A crystal's equilibrium volume is a result of a calculation, not an input. The energy is computed at several volumes, a smooth curve is drawn through the points, and the lowest point of that curve is the equilibrium volume. The table does this for one metal, iridium, with seven density functionals, each of them an approximate recipe for the exchange and correlation energy of the electrons.

ABINIT 10.8.3 plane-wave DFT with D4 dispersion for fcc iridium (given cell 14.06 Å³/atom), with JTH PAW PBE v2.0 datasets, a 12 × 12 × 12 k mesh and Fermi-Dirac smearing of 0.05 eV, without spin polarisation or spin-orbit coupling. Equilibrium volume, bulk modulus and its slope come from a fit to energies at seven volumes.

```
functional  wave cutoff  equilibrium volume (Å³/atom)  equilibrium volume change (% of the given cell)  bulk modulus (GPa)  bulk modulus slope
       PBE   435.382 eV                        14.105                                            0.330               381.4               6.000
    PBEsol   462.594 eV                        13.872                                           -1.330               409.9               5.260
    revPBE   462.594 eV                        13.972                                           -0.620               391.4               5.370
      RPBE   462.594 eV                        13.934                                           -0.880               390.7               5.070
      BLYP   462.594 eV                        14.401                                            2.440               350.8               5.040
      AM05   435.382 eV                        13.751                                           -2.190               424.9               5.950
      BP86   435.382 eV                        13.897                                           -1.150               398.4               5.200
```

The bulk modulus B measures how strongly the crystal resists uniform compression. It follows from the curvature of the energy E as a function of the volume V:

B = V · d²E/dV²

The bulk modulus slope tells how many GPa the modulus gains for each GPa of applied pressure. Both are taken at each functional's own equilibrium volume.

1. Which functional gives the largest crystal, which the smallest, and how far apart are they?

BLYP gives the largest volume and AM05 the smallest. They differ by 0.65 Å³ per atom, which is 4.7% of the smaller volume. Along the edge of the cube this is only 1.6%, because a volume grows as the third power of a length. A comparison of lattice constants therefore shows about a third of the relative difference that appears in the volume column.

2. How can a change of functional move the minimum?

Think of three simple ways in which a new functional could alter the energy curve. If it added the same energy at every volume, the minimum would stay where it is. If it only bent the curve more sharply about its lowest point, the crystal would become stiffer but keep its size. If it added an energy that rises in proportion to the volume, the whole curve would tilt and the minimum would slide to a smaller volume.

A tilt acts exactly like an added pressure P that squeezes the crystal. Near the PBE minimum, with volume V₀ and modulus B₀, the tilted curve is

E(V) ≈ constant + B₀ (V − V₀)² / (2V₀) + P V

Its slope is zero at the new minimum, and this gives the shift

ΔV = −P V₀ / B₀

AM05 serves as the worked case, since it was run with the same wave cutoff as PBE. From the smallest to the largest computed volume, a span of 1.687 Å³ per atom, the PBE energy falls by 0.0305 eV per atom while the AM05 energy rises by 0.0756 eV. The difference, divided by the span, is the tilt:

P = (0.0756 + 0.0305) / 1.687 = 0.0629 eV/Å³ = 10.1 GPa

ΔV = −10.1 × 14.105 / 381.4 = −0.37 Å³ per atom

The table gives −0.35 Å³. The estimate has no adjustable constant: V₀ and B₀ belong to PBE, and AM05 enters only through its energies at the two ends of the curve. Since those energies also help to fix the AM05 minimum, the agreement shows what kind of change the functional makes, namely mostly a tilt. It doesn't yet show where the tilt comes from.

The same estimate for the other five functionals misses the computed shift by at most 0.02 Å³, and the misses have a pattern. Where the crystal shrinks, the estimate goes slightly too far; for BLYP, where it expands, the estimate falls slightly short. This is what a real crystal should do, because it stiffens as it is squeezed and softens as it is stretched, while the formula keeps the PBE modulus throughout.

3. Why is the more compact crystal also the stiffer one?

From AM05 to BLYP the modulus drops from 425 to 351 GPa as the volume grows. Only revPBE and RPBE break the order, and they differ by less than 1 GPa. It is tempting to conclude that AM05 makes the bonds between iridium atoms stiffer. But each modulus belongs to a different volume, and squeezing any one of these crystals would raise its modulus, because the repulsion between neighbouring atoms grows steeply as they approach.

A pure tilt offers a clean way to separate the two effects. A straight line has no curvature, so adding it leaves the modulus at any fixed volume unchanged. If functionals differed only by a tilt, all seven would have the same modulus at the same volume, and the differences in the table would come entirely from where each minimum lies.

The computed energies allow this comparison at the volume of the given cell, 14.06 Å³ per atom, from the energy there and at one smaller and one larger volume. The spread among the functionals shrinks from 74 to 26 GPa. The order of the two extremes is even reversed: at this common volume BLYP has the higher modulus, 395 GPa against 369 GPa for AM05. Each of these values rests on only three energies, so the scatter discussed below should leave it uncertain by several GPa.

So AM05 appears stiffer because its crystal is smaller, not because it resists compression more at a given size. The difference in volume more than accounts for the gap between the two. The remaining spread shows that the curves also differ in how sharply they bend, though these energies don't reveal whether the functional itself or another setting of the row is the cause.

4. Which digits can be trusted?

The computed energies don't lie perfectly on the fitted curves. Carried through to the results, this scatter makes the volume uncertain by 0.001 to 0.003 Å³ per atom, the modulus by 2 to 4 GPa and the slope by 0.3 to 0.5. The second decimal of the volume is thus meaningful when functionals are compared at one wave cutoff, and the third is not. For example, the gap of 0.04 Å³ between revPBE and RPBE is resolved, whereas their moduli are equal as far as this calculation can tell.

The slope deserves the most caution. PBE and AM05 have values near 6 and the other five lie between 5.0 and 5.4, which looks like two groups. The nearest members of the two groups, AM05 and revPBE, differ by 0.58, about as much as their two uncertainties combined, so the split is too weak to support a physical explanation. The slope depends on how the curvature itself changes with volume, and small errors in the energies are greatly magnified there.

Scatter is also not the whole error. In every row the pressure that the program computes directly lies below the one given by the slope of the energies, a sign that the set of plane waves isn't complete at these cutoffs. Spin-orbit coupling, which matters for an element as heavy as iridium, is absent, and potentials made for PBE are used with every functional. A well-resolved decimal is therefore a reliable feature of this calculation, not automatically of the metal. For the same reason the table can't decide which functional is best for iridium; the given cell, from which the percentage changes are counted, isn't stated to be a measured one.

5. What would change if the metal were softer?

The formula for the shift has the modulus in the denominator. For the same tilt and the same volume per atom, a metal with half the modulus would move twice as far. Iridium is among the stiffest metals. Its d electrons fill the bonding states of the d band but only part of the antibonding ones, so the atoms are held tightly and the volume yields little to a given pressure. The tilt itself would also change with the element, which is why this is a guide to sensitivity and not a forecast for a particular metal.

6. Why do functionals pull on the crystal differently?

The limiting case is an electron gas of uniform density. There the gradient corrections to exchange vanish, and most of these functionals agree; they part where the density varies. What counts is the fraction by which the density changes over the typical wavelength of the electrons at that place. This wavelength is long where the density is low, so the fraction is largest in the thin outer tails of free atoms.

In a packed metal the tails of neighbours overlap, which evens out the density between them. When the atoms move apart, the overlap shrinks and the density becomes less even. A functional that lowers the energy strongly where this fraction is large thereby rewards expansion, which acts as an outward pressure. Overlapping tails are only part of the picture: in transition metals the zone where an atom's outer electrons meet its core is expected to contribute as well. PBEsol has a weaker gradient correction than PBE and should give a smaller crystal, as it does here. AM05 is built differently, from models of the uniform gas and of a surface, but it too is known for compact solids.

BLYP stands at the other end. Its exchange part is not the obvious reason: where gradients are moderate it responds only slightly more than that of PBE, and BP86, which has the same exchange part, gives a much smaller crystal than BLYP here. The likelier source is the correlation part, which doesn't reduce to the correct uniform-gas limit, a poor start for a metal. It is known to bind metals too weakly, and here its crystal is 2.1% larger than that of PBE.

7. Why, then, are the revPBE and RPBE crystals smaller than the PBE one?

By the argument just given they should be larger, because both reward strong gradients more than PBE does. Without a dispersion correction that is indeed their known order. In the table they are smaller than PBE by 0.9% and 1.2%.

The likely cause is the D4 dispersion correction, which is part of every row. It adds an attraction between atoms and so pulls the crystal inward. At short distances this attraction is damped, by an amount adjusted separately for each functional, and functionals that are more repulsive on their own generally receive a stronger attraction. Neighbours in iridium are only 2.7 Å apart, well within the range where the damping matters, so the correction can plausibly outweigh the difference between the functionals themselves.

The wave cutoff is another difference, since revPBE and RPBE were run with a higher one than PBE. To produce the revPBE shift by itself, the change of cutoff would have to act like a pressure of nearly 4 GPa. No functional was run at both cutoffs, so this can't be excluded from the table. BP86 gives a useful hint, however: it shares the PBE cutoff and usually gives metal volumes close to those of PBE, yet here its crystal is 1.5% smaller. An unexpected shrinkage of this size can thus arise without any change of cutoff. The hint says nothing about the potentials, which were made for PBE and so match only the PBE row; they could also tilt the other curves.

If the dispersion correction were switched off, all seven crystals should expand, and revPBE and RPBE should expand enough to overtake PBE. How much of each shift belongs to the functional and how much to its correction remains open, even for PBEsol, AM05 and BLYP, whose order is the expected one. The dispersion part can be separated without repeating the DFT runs. The D4 energy depends only on the kind and positions of the atoms and on the parameters set for each functional, so it can be computed alone at the same seven volumes. Its tilt is the pressure that D4 exerts, and subtracting these energies leaves each functional's curve without dispersion, still computed with the PBE potentials. Running PBE again at the higher cutoff would show what the cutoff adds.
